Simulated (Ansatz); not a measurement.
# Tin, dhcp under revPBE: from relaxation to bulk modulus, part 2 of 2

What does revPBE give for tin in the dhcp structure? We relax it, solve it on a dense k-mesh, then scale the cell to 7 volumes from 88 to 112 % of the relaxed one and try a fit of the equation of state. Spin polarisation is left out. The k-meshes are 11×11×3 for the relaxation; 14×14×4 for the dense run; 12×12×4 for the volumes.

Ansatz 0.2.0; DFT, revPBE, plane waves (420 eV) with PAW, scalar-relativistic.

## (7) Volume × 1.0

Input file input.yaml:

```yaml
crystal:
  lattice:
    - [3.4142877863, 0.0, 0.0]
    - [-1.7071438931, 2.9568599587, 0.0]
    - [0.0, 0.0, 11.2722755029]
  atoms:
    - { symbol: Sn, position: [0.0, 0.0, 0.0] }
    - { symbol: Sn, position: [0.0, 0.0, 0.5] }
    - { symbol: Sn, position: [0.3333333333, 0.6666666667, 0.25] }
    - { symbol: Sn, position: [0.6666666667, 0.3333333333, 0.75] }
hamiltonian:
  xc: revpbe
  pseudopotentials:
    kind: paw
    azcp:
      Sn: "pseudopotentials/Sn.paw.azcp"
basis:
  ecutwfc: 420
  fft_grid_basis: typed
kpoints:
  mp_grid: { grid: [12, 12, 4], shift: [0, 0, 0] }
magnetization:
  spin_polarized: false
scf:
  occupations: { method: fermi_dirac, width: 0.1 }
  lower_state_search: "off"
output:
  stress: true
  write_density: true
  write_potential: true
  elf: true
  volumetric_format: npy
```

Standard output:

```text
Warning: RAYON_NUM_THREADS=2 ignored (pool sized by the plan → 2); use --threads N
Engine: ansatz 0.2.0, x86_64-unknown-linux-gnu
Pseudopotentials: kind: paw
Pseudopotential: Sn, paw, valence charge 14, recommended cutoff 420 eV (normal), <dir>
Functional definition: revPBE
  parameter kappa = 1.245
  parameter beta = 0.06672455060314922
  exchange = pbe_x(kappa = kappa, mu = beta*pi^2/3)
  correlation = pbe_c(beta = beta)
Crystal: 4 atoms, lattice volume = 113.800 Å³
Basis set: ecut = 420 eV, 2209 PW (Γ)
Bands: 34, of which v1, the nominal top of the filled ones, is band 28 counted from 1 (27 counted from 0)
Symmetry: 24 space group operations
Space group: P63/mmc (ITA 194), of the structure as read, at distance tolerance 4.8e-5 Å
k-points: 57 of 576
Non-local potential: Sn, projectors of the file, l = 0: 2, l = 1: 2, l = 2: 2, l = 3: 2
PAW form: soft (Blöchl's): semilocal exchange-correlation on the pseudo side does not see the compensation charge
PAW frozen core: Sn, regenerated for the run's functional, and the local potential with it (the file was generated under x = pbe(κ = 0.804, μ = 0.2195149727645171), c = pbe(β = 0.06672455060314922))
PAW one-centre angular grid: Sn, 590 points (default); XC on 64 Gauss nodes
Initial density: superposition of atomic densities (neutral atoms: chi_scale 0, normalization atom), corrected by the library's trained network
Initial wavefunctions: pseudopotential atomic-orbital guess
Functional: x = revpbe(κ = 1.245, μ = 0.2195149727645171), c = pbe(β = 0.06672455060314922)
SCF iter   1: F=—  HF=-24120.976412 eV  |F-HF|=—  |Δ(HF+E_count)|=         —  Δρ=2.00e-3  dr2=2.71e-3  ethr=1.77e-3  ⟨swp⟩=6.9  Hψ=8315  notcnv=0
preconditioner: auto → Kerker (q_TF=auto, 2.424 Å⁻¹)  [metal: Δε(μ)=0.008 eV  Ē_g=19.186 eV  σ=0.100 eV  W_gap=0.02  n_scr=38 (ndim 8)  ℏωp=26.0 eV  f_vac=0.000  D(μ)=2.66/eV (n_scr^D=6)]
SCF iter   2: F=—  HF=-24120.972721 eV  |F-HF|=—  |Δ(HF+E_count)|=   3.69e-3  Δρ=6.84e-4  dr2=4.67e-4  ethr=4.83e-6  ⟨swp⟩=2.1  Hψ=3940  notcnv=0
SCF iter   3: F=—  HF=-24120.972834 eV  |F-HF|=—  |Δ(HF+E_count)|=   1.13e-4  Δρ=3.41e-4  dr2=1.45e-4  ethr=8.34e-7  ⟨swp⟩=1.1  Hψ=1920  notcnv=0
SCF iter   4: F=—  HF=-24120.972869 eV  |F-HF|=—  |Δ(HF+E_count)|=   3.52e-5  Δρ=6.01e-5  dr2=3.17e-6  ethr=2.59e-7  ⟨swp⟩=2.0  Hψ=2320  notcnv=0
SCF iter   5: F=—  HF=-24120.972868 eV  |F-HF|=—  |Δ(HF+E_count)|=   2.41e-7  Δρ=5.27e-6  dr2=4.01e-8  ethr=5.66e-9  ⟨swp⟩=2.0  Hψ=3530  notcnv=0
SCF iter   6: F=-24120.972868 eV  HF=-24120.972868 eV  |F-HF|=1.15e-9  |Δ(HF+E_count)|=  7.49e-10  Δρ=1.97e-6  dr2=4.65e-9  ethr=7.15e-11  ⟨swp⟩=7.5  Hψ=12496  notcnv=0
SCF 1 converged in 6 iterations: F = -24120.972868 eV  dr2 = 4.65e-9
SCF converged after 6 iterations
Free energy (F): -24120.972868 eV
Harris-Foulkes:  -24120.972868 eV  (|F-HF|=1.15e-9)
Internal energy: -24120.888165 eV  (E = F + TS)
E sigma→0 (E₀):  -24120.930517 eV
Entropy (-TS):   -0.084703 eV (-21.176 meV/atom)
Fermi energy:    10.308976 eV
--- Per-component energies (eV) ---
  E_band       = -354.706547
  E_kinetic    = 740.469327
  E_local      = -3418.243235  (includes V_loc(G=0)·N_el)
  E_nonlocal   = -133.068606
  E_hartree    = 2123.832139
  E_xc         = -1532.327750
  E_vxc        = -381.767991  (∫ρ·V_xc dr)
  E_paw        = -16561.289371  (= ΣΔE_a)
  E_vpaw       = -1409.761099  (= ΣTr[D̂ρ^β])
  E_aug_tail   = -0.000002  (compensation charges beyond the density's cutoff)
  E_ewald      = -5340.336739
  E_core_change = 0.076071  (= ΣΔE_core)
  E_smearing   = -0.084703  (= −TS)
  E_closure    = 0.000000  (closes the sum)
  Σ components = -24120.972868   (vs F -24120.972868, Δ=0.00e0)
--- Stress (GPa, compression-positive) ---
        0.246277       0.000000       0.000000
        0.000000       0.246277       0.000000
        0.000000       0.000000       0.098519
  P = ⅓ Tr σ = 0.1970 GPa (1.970 kbar)
--- Band table (eV; the first three rows and the last of 57) ---
  k-point 0: bands = ["-11.2690", "-11.2672", "-11.2616", "-11.2616", "-11.2585", "-11.2585", "-11.2571", "-11.2565", "-11.2518", "-11.2518", "-11.2440", "-11.2440", "-11.2051", "-11.2051", "-11.1816", "-11.1816", "-11.1630", "-11.1630", "-11.1344", "-11.1344", "-0.4708", "0.7416", "0.7490", "3.5243", "5.9039", "11.1195", "11.1228", "15.9742", "15.9742", "16.6787", "16.6787", "16.7876", "16.7876", "17.5772"]
  k-point 1: bands = ["-11.2687", "-11.2674", "-11.2604", "-11.2604", "-11.2570", "-11.2566", "-11.2566", "-11.2566", "-11.2535", "-11.2535", "-11.2463", "-11.2463", "-11.2025", "-11.2025", "-11.1874", "-11.1874", "-11.1560", "-11.1560", "-11.1373", "-11.1373", "-0.3946", "0.2146", "1.4193", "3.0483", "6.5349", "9.3920", "12.9731", "16.0274", "16.0274", "16.4236", "16.4236", "16.6653", "17.0672", "17.0672"]
  k-point 2: bands = ["-11.2681", "-11.2681", "-11.2572", "-11.2572", "-11.2572", "-11.2572", "-11.2568", "-11.2568", "-11.2515", "-11.2515", "-11.2515", "-11.2515", "-11.1960", "-11.1960", "-11.1960", "-11.1960", "-11.1453", "-11.1453", "-11.1453", "-11.1453", "-0.1660", "-0.1660", "2.2146", "2.2146", "7.8315", "7.8315", "14.8838", "14.8838", "16.1826", "16.1826", "16.1826", "16.1826", "17.3726", "17.3726"]
  k-point 56: bands = ["-11.2846", "-11.2846", "-11.2558", "-11.2558", "-11.2171", "-11.2171", "-11.2156", "-11.2156", "-11.2006", "-11.2006", "-11.1981", "-11.1981", "-11.1803", "-11.1803", "-11.1762", "-11.1762", "-11.1396", "-11.1396", "-11.1337", "-11.1337", "4.8905", "4.8905", "4.8961", "4.8961", "7.4042", "7.4042", "8.4327", "8.4327", "9.1572", "9.1572", "9.2461", "9.2461", "13.1800", "13.1800"]
```

Wall time 3.4 s (2 threads of an x86-64 CPU, shared host); peak memory 0.59 GiB.

Density in a lattice plane of the grid's cell (edges 3.41 and 11.27 Å, at 0.000 of the third edge), which holds Sn.

Ten even steps from '0' (0.09 e/Å³) to '9' (16.56 e/Å³):
```
21000001
00000000
00000000
00000000
00000000
00000000
00000000
00000000
21000001
94000004
21000001
00000000
00000000
00000000
00000000
00000000
00000000
00000000
21000001
94000004
```
Columns run along the first of these edges and rows up along the second, over one cell in 8 and 20 even steps from the bottom left corner. Atoms in the plane (fractional): Sn at (0.00, 0.00), Sn at (0.00, 0.50).

ELF in the same plane.

Ten even steps from '0' (0.00) to '9' (0.35):
```
37997997
99975799
77789877
57999997
67999997
57999997
77789877
99975799
36997996
01998991
36997996
99975799
77789877
57999997
67999997
57999997
77789877
99975799
37997997
01998991
```
Columns run along the first of these edges and rows up along the second, over one cell in 8 and 20 even steps from the bottom left corner. Atoms in the plane (fractional): Sn at (0.00, 0.00), Sn at (0.00, 0.50).

Both are smooth fields of the valence electrons: close to the nuclei they are not physical.

## (8) Volume × 1.04

input.yaml, as its differences from that of step 7:

```diff
@@ -2,5 +2,5 @@
   lattice:
-    - [3.4142877863, 0.0, 0.0]
-    - [-1.7071438931, 2.9568599587, 0.0]
-    - [0.0, 0.0, 11.2722755029]
+    - [3.459217778, 0.0, 0.0]
+    - [-1.729608889, 2.995770473, 0.0]
+    - [0.0, 0.0, 11.4206119282]
   atoms:
```

Standard output (excerpt; [...] marks lines left out):

```text
Warning: RAYON_NUM_THREADS=2 ignored (pool sized by the plan → 2); use --threads N
[...]
[... 3 set-up lines as earlier in the session ...]
[...]
Crystal: 4 atoms, lattice volume = 118.352 Å³
Basis set: ecut = 420 eV, 2301 PW (Γ)
Bands: 34, of which v1, the nominal top of the filled ones, is band 28 counted from 1 (27 counted from 0)
[... 1 set-up line as earlier in the session ...]
Space group: P63/mmc (ITA 194), of the structure as read, at distance tolerance 4.9e-5 Å
k-points: 57 of 576
[...]
SCF iter   1: F=—  HF=-24120.958427 eV  |F-HF|=—  |Δ(HF+E_count)|=         —  Δρ=1.97e-3  dr2=2.60e-3  ethr=1.77e-3  ⟨swp⟩=6.8  Hψ=8258  notcnv=0
[...]
SCF iter   6: F=-24120.955086 eV  HF=-24120.955086 eV  |F-HF|=5.48e-9  |Δ(HF+E_count)|=   5.12e-9  Δρ=2.71e-6  dr2=1.20e-8  ethr=1.31e-10  ⟨swp⟩=8.1  Hψ=12702  notcnv=0
[...]
SCF converged after 6 iterations
Free energy (F): -24120.955086 eV
[...]
E sigma→0 (E₀):  -24120.912966 eV
Entropy (-TS):   -0.084240 eV (-21.060 meV/atom)
Fermi energy:    9.767391 eV
[...]
--- Stress (GPa, compression-positive) ---
       -1.354285       0.000000       0.000000
        0.000000      -1.354285       0.000000
        0.000000       0.000000      -1.462583
  P = ⅓ Tr σ = -1.3904 GPa (-13.904 kbar)
--- Band table (eV; the first three rows and the last of 57) ---
[...]
```

It took 4.1 s on 2 threads of an x86-64 CPU, shared host; peak memory 0.6 GiB.

## (9) Volume × 1.08

input.yaml, as its differences from that of step 8:

```diff
@@ -2,5 +2,5 @@
   lattice:
-    - [3.459217778, 0.0, 0.0]
-    - [-1.729608889, 2.995770473, 0.0]
-    - [0.0, 0.0, 11.4206119282]
+    - [3.5030099937, 0.0, 0.0]
+    - [-1.7515049969, 3.0336956443, 0.0]
+    - [0.0, 0.0, 11.5651919846]
   atoms:
@@ -28,5 +28 @@
   stress: true
-  write_density: true
-  write_potential: true
-  elf: true
-  volumetric_format: npy
```

Standard output (excerpt; [...] marks lines left out):

```text
Warning: RAYON_NUM_THREADS=2 ignored (pool sized by the plan → 2); use --threads N
[...]
[... 3 set-up lines as earlier in the session ...]
[...]
Crystal: 4 atoms, lattice volume = 122.904 Å³
Basis set: ecut = 420 eV, 2385 PW (Γ)
Bands: 32, of which v1, the nominal top of the filled ones, is band 28 counted from 1 (27 counted from 0)
[... 1 set-up line as earlier in the session ...]
Space group: P63/mmc (ITA 194), of the structure as read, at distance tolerance 5.0e-5 Å
k-points: 57 of 576
[...]
SCF iter   1: F=—  HF=-24120.899896 eV  |F-HF|=—  |Δ(HF+E_count)|=         —  Δρ=1.97e-3  dr2=2.71e-3  ethr=1.77e-3  ⟨swp⟩=7.5  Hψ=16386  notcnv=0
[...]
SCF iter   6: F=-24120.896892 eV  HF=-24120.896892 eV  |F-HF|=3.66e-9  |Δ(HF+E_count)|=   1.66e-9  Δρ=2.72e-6  dr2=1.33e-8  ethr=1.76e-10  ⟨swp⟩=2.5  Hψ=6556  notcnv=0
[...]
SCF converged after 6 iterations
Free energy (F): -24120.896892 eV
[...]
E sigma→0 (E₀):  -24120.854741 eV
Entropy (-TS):   -0.084303 eV (-21.076 meV/atom)
Fermi energy:    9.267059 eV
[...]
--- Stress (GPa, compression-positive) ---
       -2.632133       0.000000       0.000000
        0.000000      -2.632133      -0.000000
        0.000000      -0.000000      -2.712754
  P = ⅓ Tr σ = -2.6590 GPa (-26.590 kbar)
```

It took 3.4 s on 2 threads of an x86-64 CPU, shared host; peak memory 0.61 GiB.

## (10) Volume × 1.12

input.yaml, as its differences from that of step 9:

```diff
@@ -2,5 +2,5 @@
   lattice:
-    - [3.5030099937, 0.0, 0.0]
-    - [-1.7515049969, 3.0336956443, 0.0]
-    - [0.0, 0.0, 11.5651919846]
+    - [3.5457338384, 0.0, 0.0]
+    - [-1.7728669192, 3.0706955791, 0.0]
+    - [0.0, 0.0, 11.7062448126]
   atoms:
@@ -28 +28,5 @@
   stress: true
+  write_density: true
+  write_potential: true
+  elf: true
+  volumetric_format: npy
```

Standard output (excerpt; [...] marks lines left out):

```text
Warning: RAYON_NUM_THREADS=2 ignored (pool sized by the plan → 2); use --threads N
[...]
[... 3 set-up lines as earlier in the session ...]
[...]
Crystal: 4 atoms, lattice volume = 127.456 Å³
Basis set: ecut = 420 eV, 2457 PW (Γ)
Bands: 34, of which v1, the nominal top of the filled ones, is band 28 counted from 1 (27 counted from 0)
[... 2 set-up lines as earlier in the session ...]
k-points: 57 of 576
[...]
SCF iter   1: F=—  HF=-24120.809356 eV  |F-HF|=—  |Δ(HF+E_count)|=         —  Δρ=1.99e-3  dr2=2.94e-3  ethr=1.77e-3  ⟨swp⟩=6.9  Hψ=8200  notcnv=0
[...]
SCF iter   6: F=-24120.806456 eV  HF=-24120.806456 eV  |F-HF|=6.13e-9  |Δ(HF+E_count)|=   1.16e-9  Δρ=3.36e-6  dr2=1.96e-8  ethr=1.79e-10  ⟨swp⟩=10.8  Hψ=12982  notcnv=0
[...]
SCF converged after 6 iterations
Free energy (F): -24120.806456 eV
[...]
E sigma→0 (E₀):  -24120.763995 eV
Entropy (-TS):   -0.084923 eV (-21.231 meV/atom)
Fermi energy:    8.802765 eV
[...]
--- Stress (GPa, compression-positive) ---
       -3.649941       0.000000       0.000000
        0.000000      -3.649941      -0.000000
        0.000000      -0.000000      -3.704992
  P = ⅓ Tr σ = -3.6683 GPa (-36.683 kbar)
--- Band table (eV; the first three rows and the last of 57) ---
[...]
```

Run time: 3.9 s. Hardware: 2 threads of an x86-64 CPU, shared host; peak memory 0.6 GiB.

## (11) The equation of state

All volumes keep the relaxed shape and fractional coordinates.

| V (Å³/atom) | E − E₀ (meV/atom) | P from the stress (GPa) | P from the fit (GPa) |
| --- | --- | --- | --- |
| 25.036 | 75.8 | 7.79 | 7.73 |
| 26.174 | 32.2 | 4.66 | 4.65 |
| 27.312 | 8.3 | 2.18 | 2.18 |
| 28.450 | 0.1 | 0.20 | 0.20 |
| 29.588 | 4.5 | -1.39 | -1.38 |
| 30.726 | 19.0 | -2.66 | -2.66 |
| 31.864 | 41.7 | -3.67 | -3.69 |

A third-order Birch-Murnaghan fit gives V₀ = 28.583 Å³/atom, B₀ = 43 GPa and B₀′ = 4.5; it misses no point by more than 0.01 meV/atom.

## (12) Summary of results

What follows sums up all 2 parts.

| quantity | value |
| --- | --- |
| space group (spins left aside) | P6_3/mmc (No. 194) |
| conventional cell | a = 3.414 Å, c = 11.272 Å (c/a = 3.302) |
| volume | 28.450 Å³/atom |
| shortest distance | 3.414 Å |
| gap on the mesh | none (levels filled in part) |
| relative to alpha-Sn (diamond) | +88 meV/atom |
| V₀, B₀, B₀′ | 28.583 Å³/atom, 43 GPa, 4.5 |

The relaxation enlarged the cell by 1.5 % in volume. Against the reference form of tin (alpha-Sn (diamond), computed apart with the same settings) it stands 88 meV/atom higher. No gap shows: it is a metal or semimetal at this level. B₀ comes out at 43 GPa; letting shape and positions relax at each volume could only lower it. The symmetry was held, so the structure may be unstable against distortions that break it.
